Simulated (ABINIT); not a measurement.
# KTaO3 (Pm-3m) in ABINIT: a series of runs, part 2 of 2

ABINIT 10.8.3 (patched build).

**3. Band structure, rPW86PBE**

The input, run.abi:

```
# Datasets: ground state, then fixed potential
ndtset 2

# Pseudopotentials
pp_dirpath "./"
pseudos "Ta.GGA_PBE-JTH.xml, K.GGA_PBE-JTH.xml, O.GGA_PBE-JTH.xml"

# Structure
acell 3.9883 3.9883 3.9883 Angstrom
rprim
     1.0000000000     0.0000000000     0.0000000000
     0.0000000000     1.0000000000     0.0000000000
     0.0000000000     0.0000000000     1.0000000000
ntypat 3
znucl 73 19 8
natom 5
typat 1 2 3 3 3
xred
     0.0000000000     0.0000000000     0.0000000000
     0.5000000000     0.5000000000     0.5000000000
     0.0000000000     0.0000000000     0.5000000000
     0.0000000000     0.5000000000     0.0000000000
     0.5000000000     0.0000000000     0.0000000000

# Plane-wave basis
ecut 625.861884 eV
pawecutdg 45.0

# Exchange and correlation
ixc -144130

# Bands and occupations
occopt 3
tsmear 0.05 eV

# SCF cycle
nstep 100

# Output
iomode 3
prtwf 0
prteig 0
prtebands 0
enunit 1
prtden1 1

# Dataset 1
kptopt1 1
ngkpt1 7 7 7
nshiftk1 1
shiftk1 0.0 0.0 0.0
nband1 24
tolvrs1 1.0e-9

# Dataset 2: bands along G-X-M-G-R-X
iscf2 -2
getden2 1
nband2 30
nbdbuf2 4
tolwfr2 1.0e-11
kptopt2 -5
ndivsm2 5
prteig2 1
prtvol2 -3
kptbounds2
     0.0000000000     0.0000000000     0.0000000000
     0.0000000000     0.5000000000     0.0000000000
     0.5000000000     0.5000000000     0.0000000000
     0.0000000000     0.0000000000     0.0000000000
     0.5000000000     0.5000000000     0.5000000000
     0.0000000000     0.5000000000     0.0000000000
```

Potentials or basis: JTH PAW PBE v2.0.

Command:

```
$ abinit run.abi > log 2>&1
```

It took 2 min on 1 thread of Arm Neoverse V2, shared host; peak memory 0.16 GiB.

The run converged. Its results:

```
Free energy             : -3713.1784 eV
Pressure                : 9.5 GPa
Band gap on the k mesh  : 2.30 eV, indirect (least direct gap 2.86 eV)
Band gap along the path : 2.25 eV, indirect (least direct gap 2.86 eV)
```

Levels at the corners of the path, in eV from the valence-band top:
```
point  band 17  band 18  band 19  band 20  band 21  band 22  band 23  band 24
    Γ    -1.05    -0.62    -0.62    -0.62     2.25     2.25     2.25     6.61
    X    -2.12    -1.50    -0.84    -0.84     2.40     5.05     5.05     6.87
    M    -1.62    -1.42    -1.42    -0.04     5.09     5.09     6.36     7.74
    Γ    -1.05    -0.62    -0.62    -0.62     2.25     2.25     2.25     6.61
    R    -3.87     0.00     0.00     0.00     6.50     6.50     6.50     8.90
    X    -2.12    -1.50    -0.84    -0.84     2.40     5.05     5.05     6.87
```

Caveat: the PAW data sets were made with another functional, which shifts forces and pressure a little; spin-orbit coupling is left out, which moves the levels of the heavy elements; the atomic spheres overlap.

**4. Band structure, RPBE**

Changes to run.abi since step 3:

```diff
@@ -8,7 +8,7 @@
 # Structure
-acell 3.9883 3.9883 3.9883 Angstrom
+acell 3*1.0
 rprim
-     1.0000000000     0.0000000000     0.0000000000
-     0.0000000000     1.0000000000     0.0000000000
-     0.0000000000     0.0000000000     1.0000000000
+     7.5367947028     0.0000000000     0.0000000000
+     0.0000000000     7.5367947028     0.0000000000
+     0.0000000000     0.0000000000     7.5367947028
 ntypat 3
@@ -25,3 +25,3 @@
 # Plane-wave basis
-ecut 625.861884 eV
+ecut 23.0
 pawecutdg 45.0
@@ -29,3 +29,3 @@
 # Exchange and correlation
-ixc -144130
+ixc 15
 
@@ -33,3 +33,3 @@
 occopt 3
-tsmear 0.05 eV
+tsmear 0.00183747
 
@@ -61,3 +61,3 @@
 kptopt2 -5
-ndivsm2 5
+ndivsm2 6
 prteig2 1
```

Command:

```
$ abinit run.abi > log 2>&1
```

Run time: 1.9 min. Hardware: 1 thread of Arm Neoverse V2, shared host; peak memory 0.17 GiB.

The run converged. Its results:

- Free energy: -3701.5367 eV
- Pressure: 9.9 GPa
- Band gap on the k mesh: 2.29 eV, indirect (least direct gap 2.85 eV)
- Band gap along the path: 2.23 eV, indirect (least direct gap 2.85 eV)

Levels at the corners of the path, in eV from the valence-band top:
```csv
point,band 17,band 18,band 19,band 20,band 21,band 22,band 23,band 24
Γ,-1.05,-0.61,-0.61,-0.61,2.23,2.23,2.23,6.76
X,-2.10,-1.48,-0.83,-0.83,2.38,5.05,5.05,6.79
M,-1.63,-1.42,-1.42,-0.04,5.09,5.09,6.39,7.69
Γ,-1.05,-0.61,-0.61,-0.61,2.23,2.23,2.23,6.76
R,-3.88,0.00,0.00,0.00,6.51,6.51,6.51,9.03
X,-2.10,-1.48,-0.83,-0.83,2.38,5.05,5.05,6.79
```

Caveat: the PAW data sets were made with another functional, which shifts forces and pressure a little; spin-orbit coupling is left out, which moves the levels of the heavy elements; the atomic spheres overlap.

**5. Band structure, BP86**

Changes to run.abi since step 4:

```diff
@@ -1,5 +1,3 @@
-# Datasets: ground state, then fixed potential
 ndtset 2
 
-# Pseudopotentials
 pp_dirpath "./"
@@ -7,8 +5,7 @@
 
-# Structure
-acell 3*1.0
+acell 7.5367947028 7.5367947028 7.5367947028
 rprim
-     7.5367947028     0.0000000000     0.0000000000
-     0.0000000000     7.5367947028     0.0000000000
-     0.0000000000     0.0000000000     7.5367947028
+     1.0000000000     0.0000000000     0.0000000000
+     0.0000000000     1.0000000000     0.0000000000
+     0.0000000000     0.0000000000     1.0000000000
 ntypat 3
@@ -24,3 +21,2 @@
 
-# Plane-wave basis
 ecut 23.0
@@ -28,13 +24,9 @@
 
-# Exchange and correlation
-ixc 15
+ixc -106132
 
-# Bands and occupations
 occopt 3
-tsmear 0.00183747
+tsmear 0.05 eV
 
-# SCF cycle
 nstep 100
 
-# Output
 iomode 3
@@ -46,3 +38,2 @@
 
-# Dataset 1
 kptopt1 1
@@ -54,3 +45,2 @@
 
-# Dataset 2: bands along G-X-M-G-R-X
 iscf2 -2
```

Command:

```
$ abinit run.abi > log 2>&1
```

Wall time 2 min (1 thread of Arm Neoverse V2, shared host); peak memory 0.17 GiB.

Results (log left out):

| Quantity | Value |
| --- | --- |
| Free energy | -3708.1273 eV |
| Pressure | 5.2 GPa |
| Band gap on the k mesh | 2.22 eV, indirect (least direct gap 2.78 eV) |
| Band gap along the path | 2.16 eV, indirect (least direct gap 2.78 eV) |

Levels at the corners of the path, in eV from the valence-band top:
| point | band 18 | band 19 | band 20 | band 21 | band 22 | band 23 |
| --- | --- | --- | --- | --- | --- | --- |
| Γ | -0.62 | -0.62 | -0.62 | 2.16 | 2.16 | 2.16 |
| X | -1.51 | -0.84 | -0.84 | 2.32 | 5.00 | 5.00 |
| M | -1.43 | -1.43 | -0.04 | 5.04 | 5.04 | 6.33 |
| Γ | -0.62 | -0.62 | -0.62 | 2.16 | 2.16 | 2.16 |
| R | 0.00 | 0.00 | 0.00 | 6.46 | 6.46 | 6.46 |
| X | -1.51 | -0.84 | -0.84 | 2.32 | 5.00 | 5.00 |

Caveat: the PAW data sets were made with another functional, which shifts forces and pressure a little; spin-orbit coupling is left out, which moves the levels of the heavy elements; the atomic spheres overlap.

**6. Overview**

```csv
task,level,potentials or basis,cutoff (eV),fine-grid cutoff,gap on the mesh (eV),pressure (GPa)
equation of state,LDA,JTH PAW LDA v2.0,490,979.61 eV,-,-
band structure,rPW86PBE,JTH PAW PBE v2.0,626,1224.51 eV,2.30,9.5
band structure,RPBE,JTH PAW PBE v2.0,626,1224.51 eV,2.29,9.9
band structure,BP86,JTH PAW PBE v2.0,626,1224.51 eV,2.22,5.2
```

Alike in all rows: no spin polarisation; cell as given; k mesh 7 × 7 × 7; smearing fermi-dirac 0.05 eV.

Caveats: the atomic spheres overlap; the PAW data sets were made with another functional, which shifts forces and pressure a little (some runs); spin-orbit coupling is left out, which moves the levels of the heavy elements (some runs); pressures at fixed basis lie under the slope of the energies (some runs); the fit is rough or its minimum lies at the end of the range (some runs).

Absolute energies hang on the potentials; compare differences alone.
